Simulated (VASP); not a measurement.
Wanted: the native input for a VASP 6.6.1 run.

```
Task                   : relaxation of the atoms
Functional             : PBE
Potentials or basis    : VASP PAW PBE potentials, release 64 (N, C)
Cutoff                 : 420 eV
k mesh                 : 2 × 2 × 2
Occupations            : gaussian, width 0.01 eV
Spin                   : collinear spin, ferromagnetic start
Fixed moment           : 1 μB
Pname                  : qdf-n3v0-64
Further INCAR settings : LREAL = Auto; ALGO = Normal; EDIFF = 1e-05; ISYM = 0; IBRION = 2; EDIFFG = -0.01; NSW = 40; NELECT = 255
```

The structure of C20N (a cell with a defect) lies in POSCAR:

```
C20N
1.0
    7.1440000000      0.0000000000      0.0000000000
    0.0000000000      7.1440000000      0.0000000000
    0.0000000000      0.0000000000      7.1440000000
N C
3 60
Direct
    0.1250000000      0.1250000000      0.1250000000
    0.1250000000      0.8750000000      0.8750000000
    0.8750000000      0.1250000000      0.8750000000
    0.0000000000      0.2500000000      0.2500000000
    0.1250000000      0.3750000000      0.3750000000
    0.2500000000      0.0000000000      0.2500000000
    0.3750000000      0.1250000000      0.3750000000
    0.2500000000      0.2500000000      0.0000000000
    0.3750000000      0.3750000000      0.1250000000
    0.0000000000      0.0000000000      0.5000000000
    0.1250000000      0.1250000000      0.6250000000
    0.0000000000      0.2500000000      0.7500000000
    0.1250000000      0.3750000000      0.8750000000
    0.2500000000      0.0000000000      0.7500000000
    0.3750000000      0.1250000000      0.8750000000
    0.2500000000      0.2500000000      0.5000000000
    0.3750000000      0.3750000000      0.6250000000
    0.0000000000      0.5000000000      0.0000000000
    0.1250000000      0.6250000000      0.1250000000
    0.0000000000      0.7500000000      0.2500000000
    0.1250000000      0.8750000000      0.3750000000
    0.2500000000      0.5000000000      0.2500000000
    0.3750000000      0.6250000000      0.3750000000
    0.2500000000      0.7500000000      0.0000000000
    0.3750000000      0.8750000000      0.1250000000
    0.0000000000      0.5000000000      0.5000000000
    0.1250000000      0.6250000000      0.6250000000
    0.0000000000      0.7500000000      0.7500000000
    0.2500000000      0.5000000000      0.7500000000
    0.3750000000      0.6250000000      0.8750000000
    0.2500000000      0.7500000000      0.5000000000
    0.3750000000      0.8750000000      0.6250000000
    0.5000000000      0.0000000000      0.0000000000
    0.6250000000      0.1250000000      0.1250000000
    0.5000000000      0.2500000000      0.2500000000
    0.6250000000      0.3750000000      0.3750000000
    0.7500000000      0.0000000000      0.2500000000
    0.8750000000      0.1250000000      0.3750000000
    0.7500000000      0.2500000000      0.0000000000
    0.8750000000      0.3750000000      0.1250000000
    0.5000000000      0.0000000000      0.5000000000
    0.6250000000      0.1250000000      0.6250000000
    0.5000000000      0.2500000000      0.7500000000
    0.6250000000      0.3750000000      0.8750000000
    0.7500000000      0.0000000000      0.7500000000
    0.7500000000      0.2500000000      0.5000000000
    0.8750000000      0.3750000000      0.6250000000
    0.5000000000      0.5000000000      0.0000000000
    0.6250000000      0.6250000000      0.1250000000
    0.5000000000      0.7500000000      0.2500000000
    0.6250000000      0.8750000000      0.3750000000
    0.7500000000      0.5000000000      0.2500000000
    0.8750000000      0.6250000000      0.3750000000
    0.7500000000      0.7500000000      0.0000000000
    0.8750000000      0.8750000000      0.1250000000
    0.5000000000      0.5000000000      0.5000000000
    0.6250000000      0.6250000000      0.6250000000
    0.5000000000      0.7500000000      0.7500000000
    0.6250000000      0.8750000000      0.8750000000
    0.7500000000      0.5000000000      0.7500000000
    0.8750000000      0.6250000000      0.8750000000
    0.7500000000      0.7500000000      0.5000000000
    0.8750000000      0.8750000000      0.6250000000
```

The cell was built by a generator and needn't be a form met in nature.

These files were run (other wordings do the same):

INCAR

```
PREC     = Accurate       # precision mode
ENCUT    = 420            # plane-wave cutoff, eV
EDIFF    = 1E-5           # SCF threshold, eV
ISMEAR   = 0              # smearing method
SIGMA    = 0.01           # smearing width, eV
LREAL    = Auto         
LASPH    = True           # aspherical terms in the spheres
NELM     = 100            # most SCF steps
ALGO     = Normal         # electronic algorithm
ISIF     = 2              # what is computed and relaxed
LWAVE    = False          # write WAVECAR
LCHARG   = False          # write CHGCAR
ISPIN    = 2              # spin polarisation
MAGMOM   = 0 0 0 0 0 0 0 0 0 0 0 0 0 0 0 0 0 0 0 0 0 0 0 0 0 0 0 0 0 0 0 0 0 0 0 0 0 0 0 0 0 0 0 0 0 0 0 0 0 0 0 0 0 0 1 0 0 0 0 0 0 0 0 # initial moments
LORBIT   = 11             # projections on sites
NUPDOWN  = 1              # fixed moment
GGA      = PE             # functional
IBRION   = 2              # ionic algorithm
NSW      = 40             # ionic steps
EDIFFG   = -0.01          # ionic threshold
NELECT   = 255          
ISYM     = 0            
NCORE    = 4
```

KPOINTS

```
regular mesh
0
Gamma
  2 2 2
```

Potentials or basis: VASP PAW PBE potentials, release 64 (N, C).

The run is started by

```sh
$ cat potpaw_PBE.64/N/POTCAR potpaw_PBE.64/C/POTCAR > POTCAR
$ mpirun -np 8 vasp_std > vasp.out
```

Results of the run:

The energy gained by relaxing is 15.3 meV/atom and the ionic steps are 13. The largest force after relaxing is 0.009 eV/Å and the net moment is 1.00 μB per cell. The site moments are N +0.02; C -0.00, +0.00, +0.01, -0.01, +0.03, +0.43 μB and the valence electrons inside the program's atomic spheres are N 3.86; C 2.54, 2.58, 2.53, 2.59, 2.56, 2.57, 2.60.

Caveat: the k mesh is coarse (spacing up to 0.44 Å⁻¹), so the values aren't converged; the total moment is fixed, so each spin has its own Fermi level.

Run time: 23 min on 8 MPI ranks on Intel(R) Xeon(R) Platinum 8488C (Sapphire Rapids), with other jobs on the host, peak memory 0.19 GiB a rank.
